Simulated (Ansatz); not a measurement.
# In2O3: 113In nuclear quadrupole resonance

Cell: a COD entry whose atoms were relaxed with PBE, the cell held.

Space group R-3c:H (No. 167); a = 5.4870, c = 14.5100 Å, γ = 120.00°.

```csv
site,Wyckoff,site symmetry,x,y,z
In,12c,3.,0.0000,0.0000,0.8579
O,18e,.2,0.9626,0.3333,0.0833
```

One atom of each set is listed; the run and its k-mesh use a cell of 10 atoms with edges of 5.78, 5.78, 5.78 Å.

The numbers come from a DFT calculation in Ansatz (r2SCAN, plane waves and PAW, scalar-relativistic, 500 eV cutoff, Γ-centred 7×7×7 k-points, Fermi–Dirac smearing 0.02 eV).

113In: I = 9/2, Q = 761.0 mb (year-2017 value). Static lattice, zero field.

Task: The simulated lines lie at 3.77, 7.53, 11.3, 15.1 MHz. What are |C_Q|, η and |V_zz| at In?

Result: For I = 9/2 and η = 0 the lines are |C_Q|/24 times 1, 2, 3 and 4; η shifts the lowest up most. Here |C_Q| = 90.4 MHz, η = 0.00 and |V_zz| = 4.91 × 10²¹ V/m². The calculation gives V_zz positive; the lines don't show the sign. The site has 6 O at 2.12–2.26 Å.

An axis of threefold or higher order runs through In, so V_zz lies along it and η is zero.

Without spin–orbit coupling (the program notes it for In) the gradients are little affected as a rule: paired runs on crystals with a gap mostly move them by under 2 % at such atoms.
